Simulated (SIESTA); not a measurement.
**SiC (Moissanite) under changes of volume**

One of the cells (10.341 Å³/atom); the others are scaled copies at fixed shape and fractional positions:

```xyz
4
Lattice="3.0760 0.0000 0.0000 -1.5380 2.6639 0.0000 0.0000 0.0000 5.0480" Properties=species:S:1:pos:R:3 pbc="T T T"
Si    1.5380    0.8880    2.5240
Si    0.0000    1.7759    0.0000
C     1.5380    0.8880    4.4675
C     0.0000    1.7759    1.9435
```

```yaml
Program: SIESTA 5.4.2
Functional: APBE
Potentials_or_basis: PseudoDojo 0.4 standard (PBE files)
Basis: DZP (energy shift 0.002 Ry)
Grid_cutoff: 500 Ry
Energy_shift: 0.002 Ry
k_mesh: 10 × 10 × 5
Occupations: fermi-dirac, width 0.05 eV
Spin: no spin polarisation
```

| volume (Å³/atom) | energy over the lowest point (meV/atom) | pressure (GPa) | gap on the mesh (eV) | largest force (eV/Å) |
| --- | --- | --- | --- | --- |
| 9.721 | ? | ? | ? | ? |
| 9.927 | 41.68 | 18.3 | 2.44 | 0.919 |
| 10.134 | 21.68 | 12.8 | 2.48 | 0.881 |
| 10.341 | 8.50 | 7.8 | 2.51 | 0.845 |
| 10.548 | 1.44 | 3.2 | 2.54 | 0.812 |
| 10.755 | 0.00 | -0.9 | 2.50 | 0.780 |
| 10.961 | 3.67 | -4.7 | 2.47 | 0.752 |

What does the run at 9.721 Å³/atom give?

Energy over the lowest point 69.27 meV/atom; pressure 24.5 GPa; gap on the mesh 2.41 eV; largest force 0.955 eV/Å.

Worked out: A Birch-Murnaghan fit of order 3 (a polynomial in V^(-2/3)) to the other rows has its minimum at 10.71 Å³/atom with B0 = V·E''(V) = 209 GPa and B' = 3.8 at fixed shape and positions, which overstates the stiffness. It gives 68.95 meV/atom at 9.721 Å³/atom, against the run's 69.27, and -dE/dV = 24.3 GPa, against 24.5. A parabola through the other rows of the gap, of slope 4.36 eV per unit of ln V there, extrapolates to 2.36 eV, against the run's 2.41.

Energies are extrapolated to zero smearing.

Caveats: the potentials were made for another functional, which shifts forces and pressure; an odd mesh through Γ misses points on the zone boundary, where band edges often lie; the basis of atomic orbitals isn't converged, which shifts pressures, moduli and gaps.
